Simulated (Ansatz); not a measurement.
Se under strains and displacements

Computed with DFT PBE, scalar-relativistic, plane waves, PAW (Ansatz).

Plane waves to 420 eV, a k mesh through Γ of 14×14×14 on the computed 1-atom cell and Gaussian smearing (0.10 eV); no spin polarisation.

Reference cell:

```
CELL_PARAMETERS angstrom
2.81056 0.00000 0.00000
0.00000 2.81056 0.00000
0.00000 0.00000 2.81056
ATOMIC_POSITIONS crystal
Se 0.00000 0.00000 0.00000
```

Each variant moves atoms of this cell by the vectors given, if any (Å), and then applies a symmetric strain (tensor components, Cartesian axes). The reference cell isn't relaxed at this level. Energies are per atom at zero smearing, counted from the lowest variant. Pressure is positive in compression.

1. strain (xx yy zz yz xz xy, %) 0.46 0.46 0.46 0.00 0.00 0.00
2. strain (xx yy zz yz xz xy, %) 1.94 0.34 0.98 0.16 -0.48 -1.00
3. strain (xx yy zz yz xz xy, %) 0.19 0.99 0.29 -0.28 -0.08 0.33
4. strain (xx yy zz yz xz xy, %) -1.29 -1.29 -1.29 0.00 0.00 0.00
5. strain (xx yy zz yz xz xy, %) -3.70 -3.70 -3.70 0.00 0.00 0.00

Problem. Order the variants by energy, lowest first.

Solution. 1 (0.0 meV/atom), 3 (0.3 meV/atom), 2 (1.7 meV/atom), 4 (18.3 meV/atom), 5 (99.6 meV/atom). Neighbours within 1 meV/atom are level.

Problem. Order them by pressure, highest first.

Solution. 5 (12.71 GPa), 4 (4.79 GPa), 1 (0.48 GPa), 3 (0.41 GPa), 2 (-0.82 GPa).

Spin polarisation was left out, and a magnetic state may lie lower.

This simple cubic form isn't the element's structure at ambient conditions.